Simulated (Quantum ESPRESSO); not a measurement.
Crystal: C.

```xyz
2
Lattice="0.0000 1.7834 1.7834 1.7834 0.0000 1.7834 1.7834 1.7834 0.0000" Properties=species:S:1:pos:R:3 pbc="T T T"
C     2.6751    2.6751    2.6751
C     1.7834    1.7834    1.7834
```

This isn't the form of C at room conditions, which is graphite.

Base run:

```yaml
Program: Quantum ESPRESSO 7.5
Functional: AM05
Potentials_or_basis: PseudoDojo 0.4.1 SR PBE standard
Cutoff: 1116 eV
Density_cutoff: 4463 eV
k_mesh: 14 × 14 × 14, shifted
Occupations: fermi-dirac, width 0.05 eV
Spin: no spin polarisation
```

Its results: pressure -5.5 GPa; electronic dielectric tensor (diagonal) 5.82.

The run is repeated on the same cell with these changes: functional from AM05 to PBE. What comes out?

Pressure 1.8 GPa; electronic dielectric tensor (diagonal) 5.77.

PBE binds less tightly than AM05, so the same cell stands under more pressure.

Caveats: the potentials were made for another functional, which shifts forces and pressure (some runs); the cell is more than 3 GPa from zero pressure, which shifts response properties (some runs).
